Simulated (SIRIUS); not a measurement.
# Hf (P6_3/mmc) in SIRIUS: notebook

One crystal, Hf, is run at these levels: PBEsol+D4, PBEsol, PBEsol+U; tasks: relaxation of cell and atoms, single point.

Everything below comes from runs of SIRIUS 7.10.0. Logs are shortened: lines on timing, memory, paths and dates and some standing lists are left out, and cuts for length are marked. The log counts tension as positive stress, the text compression.

**1. The crystal as given**

It takes space group P6_3/mmc (No. 194, hexagonal). The conventional cell has a = 3.197 Å, b = 3.197 Å, c = 5.058 Å, α = 90.00°, β = 90.00°, γ = 120.00°. Hf (site symmetry -6m2) is surrounded by 12 Hf at 3.13 to 3.20 Å.

**2. Relaxation of cell and atoms, PBEsol+D4**

Contents of run.py:

```python
import json, subprocess
import numpy as np
from ase import Atoms
from ase.io import read
from ase.calculators.calculator import Calculator, all_changes
from ase.units import Bohr, Hartree, GPa
from ase.calculators.mixing import SumCalculator
from dftd4.ase import DFTD4
from ase.optimize import BFGS
from ase.filters import FrechetCellFilter

class Sirius(Calculator):
    """Writes sirius.json, runs sirius.scf and reads out.json."""
    implemented_properties = ["energy", "free_energy", "forces", "stress", "magmom"]

    def __init__(self, config, files):
        super().__init__()
        self.config, self.files, self.calls = config, files, 0

    def calculate(self, atoms=None, properties=["energy"], system_changes=all_changes):
        super().calculate(atoms, properties, system_changes)
        symbols = atoms.get_chemical_symbols()
        types = list(dict.fromkeys(symbols))
        order = [i for t in types for i, s in enumerate(symbols) if s == t]
        frac = atoms.get_scaled_positions(wrap=False)
        m = atoms.get_initial_magnetic_moments()
        m = m if m.ndim == 2 else np.c_[0 * m, 0 * m, m]
        spin = self.config["parameters"]["num_mag_dims"] > 0
        rows = {t: [list(frac[i]) + (list(m[i]) if spin else []) for i in order if symbols[i] == t] for t in types}
        cell = {"lattice_vectors": (atoms.cell[:] / Bohr).tolist(), "atom_types": types, "atom_files": self.files, "atoms": rows}
        json.dump({**self.config, "unit_cell": cell}, open("sirius.json", "w"), indent=1)
        self.calls += 1
        with open(f"sirius_{self.calls:03d}.out", "w") as log:
            subprocess.run(["sirius.scf", "--input=sirius.json", "--output=out.json"], stdout=log, stderr=subprocess.STDOUT, check=True)
        gs = json.load(open("out.json"))["ground_state"]
        if not gs["converged"]:
            raise RuntimeError("SCF did not converge")
        self.results = {"energy": gs["energy"]["free"] * Hartree, "free_energy": gs["energy"]["free"] * Hartree}
        if "forces" in gs:
            f = np.zeros((len(atoms), 3))
            f[order] = np.array(gs["forces"]) * Hartree / Bohr
            self.results["forces"] = f
        if "stress" in gs:
            s = np.array(gs["stress"]) * Hartree / Bohr**3
            self.results["stress"] = s.flat[[0, 4, 8, 5, 2, 1]]
        if spin:
            self.results["magmom"] = gs["magnetisation"]["total"][2]

atoms = Atoms(['Hf', 'Hf'],
              cell=[[3.1967, 0.0, 0.0], [-1.59835, 2.7684234083, 0.0], [0.0, 0.0, 5.0578]],
              scaled_positions=[[0.6666666667, 0.3333333333, 0.75], [0.3333333333, 0.6666666667, 0.25]], pbc=True)

config = {
    "control": {
        "processing_unit": 'cpu',
        "verbosity": 1,
        "print_forces": True,
        "print_stress": True,
    },
    "parameters": {
        "electronic_structure_method": 'pseudopotential',
        "xc_functionals": ['XC_GGA_X_PBE_SOL', 'XC_GGA_C_PBE_SOL'],
        "gk_cutoff": 7.7,
        "pw_cutoff": 15.4,
        "ngridk": [5, 5, 3],
        "shiftk": [0, 0, 0],
        "smearing": 'fermi_dirac',
        "smearing_width": 0.0018374661,
        "num_bands": 20,
        "num_mag_dims": 0,
        "num_dft_iter": 100,
        "energy_tol": 1e-08,
        "density_tol": 1e-06,
    },
    "iterative_solver": {
        "type": 'davidson',
        "min_tolerance": 1e-09,
        "tolerance_scale": [0.1, 0.25],
    },
    "mixer": {
        "type": 'anderson',
        "beta": 0.7,
        "max_history": 8,
    },
    "settings": {
        "tol_ne": 1e-10,
        "pseudo_grid_cutoff": 6.5,
    },
}
dft = Sirius(config, {'Hf': 'Hf.json'})
atoms.calc = SumCalculator([dft, DFTD4(method="pbesol")])
results = {"symbols": atoms.get_chemical_symbols(), "cell": atoms.cell[:].tolist(), "frac": atoms.get_scaled_positions(wrap=False).tolist(), "steps": []}

def note():
    results["steps"].append({"energy": atoms.get_potential_energy(), "cell": atoms.cell[:].tolist(), "positions": atoms.positions.tolist(),
                             "forces": atoms.get_forces().tolist(), "stress": atoms.get_stress().tolist()})
    json.dump(results, open("results.json", "w"))

opt = BFGS(FrechetCellFilter(atoms, scalar_pressure=0.0 * GPa))
opt.attach(note)
results["converged"] = bool(opt.run(fmax=0.02, steps=30))
print("converged:", results["converged"])
print("cell parameters:", atoms.cell.cellpar().round(5))
print("volume per atom (A^3):", round(atoms.get_volume() / len(atoms), 4))
print(atoms.get_scaled_positions().round(6))
json.dump(results, open("results.json", "w"))
```

Potentials or basis: PseudoDojo 0.4.1 PBE standard (scalar relativistic).

On the command line:

```console
$ upf_to_json Hf.upf
$ OMP_NUM_THREADS=1 python run.py
```

What it wrote:

```text
Step          Energy          fmax
BFGS:    0    -3063.692582        0.751499
BFGS:    1    -3063.707756        0.544739
BFGS:    2    -3063.720811        0.072058
BFGS:    3    -3063.721018        0.075532
BFGS:    4    -3063.721742        0.044004
BFGS:    5    -3063.721814        0.011855
converged: True
cell parameters: [  3.16834   3.16834   4.9394   90.       90.      120.     ]
volume per atom (A^3): 21.4703
[[0.666667 0.333333 0.75    ]
 [0.333333 0.666667 0.25    ]]
```

sirius_001.out:

```text
[info] SIRIUS version : 7.10.0
[info] number of MPI ranks           : 1
[info] MPI grid                      : 1 1
[info] maximum number of OMP threads : 1
[fft] FFT context for density and potential
[fft] =====================================
[fft]   comm size                             : 1
[fft]   plane wave cutoff                     : 15.4
[fft]   grid size                             : 32 32 50   total : 51200
[fft]   grid limits                           : -15 16   -15 16   -24 25
[fft]   number of G-vectors within the cutoff : 9345
[fft]   local number of G-vectors             : 9345
[fft]   number of G-shells                    : 1005
[fft] FFT context for coarse grid
[fft] =====================================
[fft]   comm size                             : 1
[fft]   plane wave cutoff                     : 15.4
[fft]   grid size                             : 32 32 50   total : 51200
[fft]   grid limits                           : -15 16   -15 16   -24 25
[fft]   number of G-vectors within the cutoff : 9345
[fft]   local number of G-vectors             : 9345
[fft]   number of G-shells                    : 1005
[unit cell] lattice vectors
[unit cell]   a1 :       6.0408875065      0.0000000000      0.0000000000
[unit cell]   a2 :      -3.0204437532      5.2315620420      0.0000000000
[unit cell]   a3 :       0.0000000000      0.0000000000      9.5578567993
[unit cell] reciprocal lattice vectors
[unit cell]   b1 :       1.0401096363      0.6005075785     -0.0000000000
[unit cell]   b2 :       0.0000000000      1.2010151570      0.0000000000
[unit cell]   b3 :       0.0000000000     -0.0000000000      0.6573843320
[unit cell] unit cell volume :       302.05960340 [a.u.^3]
[unit cell] 1/sqrt(omega)    :         0.05753786
[unit cell] MT volume        :         0.00000000 ( 0.00%)
[unit cell] IT volume        :       302.05960340 (100.00%)
[unit cell] number of atom types : 1
[... 235 lines left out ...]
[find] smearing (-TS)                 :      -0.00078945
[find] SCF correction                 :      -0.00001682
[find] Total energy                   :    -112.57884828 (Ha),    -225.15769656 (Ry)
[find] Free energy (E-TS)             :    -112.57963773 (Ha),    -225.15927547 (Ry)
[find] band gap (eV)                  :       0.00000000
[find] Efermi                         :       0.53118106
[find] iteration : 10, RMS : 1.718045839541e-07, energy difference : -3.472834464446e-09
[find] Hartree energy of density residual : 2.877308900937e-12
[find] bands are converged : true
[find] iterative solver converged : true
[find] converged after 11 SCF iterations!
[find] Charges and magnetic moments
[find] --------------------------------------------------------------------------------
[find] total charge          : 24.000000
[find] Energy
[find] --------------------------------------------------------------------------------
[find] valence_eval_sum               :     -10.32414879
[find] <rho|V^{XC}>                   :     -18.17684617
[find] <rho|E^{XC}>                   :     -28.23582929
[find] <mag|B^{XC}>                   :       0.00000000
[find] <rho|V^{H}>                    :      28.22203281
[find] one-electron contribution      :     -20.36933542 (Ha),     -40.73867085 (Ry)
[find] hartree contribution           :      14.11101641
[find] xc contribution                :     -28.23582929
[find] ewald contribution             :     -78.08468316
[find] PAW contribution               :       0.00000000
[find] smearing (-TS)                 :      -0.00078945
[find] SCF correction                 :      -0.00001682
[find] Total energy                   :    -112.57884828 (Ha),    -225.15769656 (Ry)
[find] Free energy (E-TS)             :    -112.57963773 (Ha),    -225.15927547 (Ry)
[find] band gap (eV)                  :       0.00000000
[find] Efermi                         :       0.53118106
[ground_state] === stress tensor components [kbar] ===
[ground_state] === stress_kin ===
[ground_state] -18783.509263   -0.000000    0.000000
[ground_state]    -0.000000-18783.509263   -0.000000
[ground_state]     0.000000   -0.000000-18648.308038
[ground_state] === stress_har ===
[ground_state] -4438.701249   -0.000000    0.000000
[ground_state]    -0.000000-4438.701249   -0.000000
[ground_state]     0.000000   -0.000000-4866.917396
[ground_state] === stress_ewald ===
[ground_state] 25687.531735    0.000000    0.000000
[ground_state]     0.00000025687.531734   -0.000000
[ground_state]     0.000000   -0.00000024680.468836
[ground_state] === stress_vloc ===
[ground_state]  1028.293207    0.000000   -0.000000
[ground_state]     0.000000 1028.293207    0.000000
[ground_state]    -0.000000    0.000000 2328.398140
[ground_state] === stress_xc ===
[ground_state] -9680.196103   -0.000000    0.000000
[ground_state]    -0.000000-9680.196103    0.000000
[ground_state]     0.000000    0.000000-9680.790968
[ground_state] === stress_core ===
[ground_state] 15512.319079    0.000000   -0.000000
[ground_state]     0.00000015512.319079    0.000000
[ground_state]    -0.000000    0.00000015505.770903
[ground_state] === stress_nonloc ===
[ground_state] -9291.864421   -0.000000    0.000000
[ground_state]    -0.000000-9291.864421   -0.000000
[ground_state]     0.000000   -0.000000-9273.267492
[ground_state] === stress_us_nl ===
[ground_state] -9291.864421   -0.000000    0.000000
[ground_state]    -0.000000-9291.864421   -0.000000
[ground_state]     0.000000   -0.000000-9273.267492
[ground_state] === stress_total ===
[ground_state]    33.872985   -0.000000    0.000000
[ground_state]    -0.000000   33.872985   -0.000000
[ground_state]     0.000000   -0.000000   45.353986
[ground_state] ==== total Forces in Ha/bohr =====
[ground_state] atom:    0, force:       0.0000000      0.0000000      0.0000000
[ground_state] atom:    1, force:      -0.0000000     -0.0000000      0.0000000
```

sirius_006.out:

```text
[info] SIRIUS version : 7.10.0
[info] number of MPI ranks           : 1
[info] MPI grid                      : 1 1
[info] maximum number of OMP threads : 1
[fft] FFT context for density and potential
[fft] =====================================
[fft]   comm size                             : 1
[fft]   plane wave cutoff                     : 15.4
[fft]   grid size                             : 32 32 48   total : 49152
[fft]   grid limits                           : -15 16   -15 16   -23 24
[fft]   number of G-vectors within the cutoff : 8942
[fft]   local number of G-vectors             : 8942
[fft]   number of G-shells                    : 965
[fft] FFT context for coarse grid
[fft] =====================================
[fft]   comm size                             : 1
[fft]   plane wave cutoff                     : 15.4
[fft]   grid size                             : 32 32 48   total : 49152
[fft]   grid limits                           : -15 16   -15 16   -23 24
[fft]   number of G-vectors within the cutoff : 8942
[fft]   local number of G-vectors             : 8942
[fft]   number of G-shells                    : 965
[unit cell] lattice vectors
[unit cell]   a1 :       5.9872880267      0.0000000000     -0.0000000000
[unit cell]   a2 :      -2.9936440133      5.1851435309      0.0000000000
[unit cell]   a3 :      -0.0000000000      0.0000000000      9.3341118396
[unit cell] reciprocal lattice vectors
[unit cell]   b1 :       1.0494209197      0.6058834504     -0.0000000000
[unit cell]   b2 :      -0.0000000000      1.2117669009     -0.0000000000
[unit cell]   b3 :       0.0000000000     -0.0000000000      0.6731422780
[unit cell] unit cell volume :       289.77701463 [a.u.^3]
[unit cell] 1/sqrt(omega)    :         0.05874461
[unit cell] MT volume        :         0.00000000 ( 0.00%)
[unit cell] IT volume        :       289.77701463 (100.00%)
[unit cell] number of atom types : 1
[... 235 lines left out ...]
[find] smearing (-TS)                 :      -0.00068702
[find] SCF correction                 :      -0.00000356
[find] Total energy                   :    -112.57965707 (Ha),    -225.15931413 (Ry)
[find] Free energy (E-TS)             :    -112.58034409 (Ha),    -225.16068817 (Ry)
[find] band gap (eV)                  :       0.00000000
[find] Efermi                         :       0.55576729
[find] iteration : 10, RMS : 9.610195326358e-08, energy difference : -4.310763301874e-09
[find] Hartree energy of density residual : 1.182042796022e-12
[find] bands are converged : true
[find] iterative solver converged : true
[find] converged after 11 SCF iterations!
[find] Charges and magnetic moments
[find] --------------------------------------------------------------------------------
[find] total charge          : 24.000000
[find] Energy
[find] --------------------------------------------------------------------------------
[find] valence_eval_sum               :      -9.67038064
[find] <rho|V^{XC}>                   :     -18.23228441
[find] <rho|E^{XC}>                   :     -28.27803708
[find] <mag|B^{XC}>                   :       0.00000000
[find] <rho|V^{H}>                    :      27.40653344
[find] one-electron contribution      :     -18.84462967 (Ha),     -37.68925934 (Ry)
[find] hartree contribution           :      13.70326672
[find] xc contribution                :     -28.27803708
[find] ewald contribution             :     -79.16025349
[find] PAW contribution               :       0.00000000
[find] smearing (-TS)                 :      -0.00068702
[find] SCF correction                 :      -0.00000356
[find] Total energy                   :    -112.57965707 (Ha),    -225.15931413 (Ry)
[find] Free energy (E-TS)             :    -112.58034409 (Ha),    -225.16068817 (Ry)
[find] band gap (eV)                  :       0.00000000
[find] Efermi                         :       0.55576729
[ground_state] === stress tensor components [kbar] ===
[ground_state] === stress_kin ===
[ground_state] -19664.026793    0.000000   -0.000000
[ground_state]     0.000000-19664.026793    0.000000
[ground_state]    -0.000000    0.000000-19495.621139
[ground_state] === stress_har ===
[ground_state] -4431.827364    0.000000   -0.000000
[ground_state]     0.000000-4431.827364    0.000000
[ground_state]    -0.000000    0.000000-5049.249088
[ground_state] === stress_ewald ===
[ground_state] 27289.084988   -0.000000    0.000000
[ground_state]    -0.00000027289.084988   -0.000000
[ground_state]     0.000000   -0.00000025793.103186
[ground_state] === stress_vloc ===
[ground_state]   398.005069   -0.000000    0.000000
[ground_state]    -0.000000  398.005069   -0.000000
[ground_state]     0.000000   -0.000000 2327.376943
[ground_state] === stress_xc ===
[ground_state] -10078.615147    0.000000   -0.000000
[ground_state]     0.000000-10078.615147    0.000000
[ground_state]    -0.000000    0.000000-10079.654326
[ground_state] === stress_core ===
[ground_state] 16173.166219   -0.000000    0.000000
[ground_state]    -0.00000016173.166219   -0.000000
[ground_state]     0.000000   -0.00000016165.460783
[ground_state] === stress_nonloc ===
[ground_state] -9694.301246    0.000000   -0.000000
[ground_state]     0.000000-9694.301246    0.000000
[ground_state]    -0.000000    0.000000-9669.676610
[ground_state] === stress_us_nl ===
[ground_state] -9694.301246    0.000000   -0.000000
[ground_state]     0.000000-9694.301246    0.000000
[ground_state]    -0.000000    0.000000-9669.676610
[ground_state] === stress_total ===
[ground_state]    -8.514275   -0.000000   -0.000000
[ground_state]    -0.000000   -8.514275    0.000000
[ground_state]    -0.000000    0.000000   -8.260252
[ground_state] ==== total Forces in Ha/bohr =====
[ground_state] atom:    0, force:       0.0000000     -0.0000000      0.0000000
[ground_state] atom:    1, force:      -0.0000000      0.0000000     -0.0000000
```

Wall time 66 s (1 thread of Arm Neoverse V1, shared host); peak memory 0.23 GiB.

What came out:

* Free energy: -3063.7218 eV
* Relaxed volume: 21.47 Å³/atom
* Relaxed cell: a = 3.168 Å, b = 3.168 Å, c = 4.939 Å, α = 90.00°, β = 90.00°, γ = 120.00°
* Space group after relaxing (to 0.05 Å): P6_3/mmc (No. 194)
* Energy gained by relaxing: 14.6 meV/atom
* Ionic steps: 6
* Pressure after relaxing: -0.1 GPa
* Band gap on the k mesh: none (metal or under the smearing width)
* Dispersion energy per atom: -0.127 eV

The path:
```csv
step,energy change (eV),largest force (eV/Å),pressure (GPa),volume (Å³)
1,0.0000,0.0000,-4.62,44.76
2,-0.0152,0.0000,-3.17,44.15
3,-0.0282,0.0000,0.18,42.86
4,-0.0284,0.0000,0.08,42.89
5,-0.0292,0.0000,-0.17,42.98
6,-0.0292,0.0000,-0.07,42.94
```

Final structure:
```
Hf
1.0
     3.16834    0.00000    0.00000
    -1.58417    2.74386    0.00000
     0.00000    0.00000    4.93940
Hf
2
Direct
  0.66667 0.33333 0.75000
  0.33333 0.66667 0.25000
```

Caveat: the k mesh is coarse (spacing up to 0.45 Å⁻¹), so the values aren't converged; the potentials were made for another functional, which shifts forces and pressure; pairwise dispersion overbinds metals, which lowers pressure and volume. Spin-orbit coupling is left out, which matters for the levels of Hf.

**3. Single point, PBEsol**

Contents of sirius.json:

```json
{
  "control": {
    "processing_unit": "cpu",
    "verbosity": 2,
    "num_bands_to_print": 20,
    "print_forces": true,
    "print_stress": true
  },
  "parameters": {
    "electronic_structure_method": "pseudopotential",
    "xc_functionals": ["XC_GGA_X_PBE_SOL", "XC_GGA_C_PBE_SOL"],
    "gk_cutoff": 7.7,
    "pw_cutoff": 15.4,
    "ngridk": [10, 10, 5],
    "shiftk": [0, 0, 0],
    "smearing": "fermi_dirac",
    "smearing_width": 0.0018374661,
    "num_bands": 20,
    "num_mag_dims": 0,
    "num_dft_iter": 100,
    "energy_tol": 1e-08,
    "density_tol": 1e-06
  },
  "iterative_solver": {
    "type": "davidson",
    "min_tolerance": 1e-09,
    "tolerance_scale": [0.1, 0.25]
  },
  "mixer": {
    "type": "anderson",
    "beta": 0.7,
    "max_history": 8
  },
  "settings": {
    "tol_ne": 1e-10,
    "pseudo_grid_cutoff": 6.5
  },
  "unit_cell": {
    "lattice_vectors": [
      [6.040887502591, 0.0, 0.0],
      [-3.020443751296, 5.23156203869, 0.0],
      [0.0, 0.0, 9.557856793132]
    ],
    "atom_coordinate_units": "lattice",
    "atom_types": ["Hf"],
    "atom_files": {
      "Hf": "Hf.json"
    },
    "atoms": {
      "Hf": [
        [0.6666666667, 0.3333333333, 0.75],
        [0.3333333333, 0.6666666667, 0.25]
      ]
    }
  }
}
```

Potentials or basis: PseudoDojo 0.4.1 PBE standard (scalar relativistic).

On the command line:

```console
$ upf_to_json Hf.upf
$ OMP_NUM_THREADS=1 sirius.scf --input=sirius.json --output=out.json --task=0
```

It took 32 s on 1 thread of Arm Neoverse V2, shared host; peak memory 0.39 GiB.

Results (log left out):

* Free energy: -3063.4410 eV
* Pressure: -3.4 GPa
* Band gap on the k mesh: none (metal or under the smearing width)

Stress tensor (GPa, compression positive):
```
-3.25  0.00  0.00
 0.00 -3.25  0.00
 0.00  0.00 -3.65
```

Caveat: the potentials were made for another functional, which shifts forces and pressure. The run has no spin-orbit coupling, so splittings on Hf are missing.

[end of part 1 of 2]
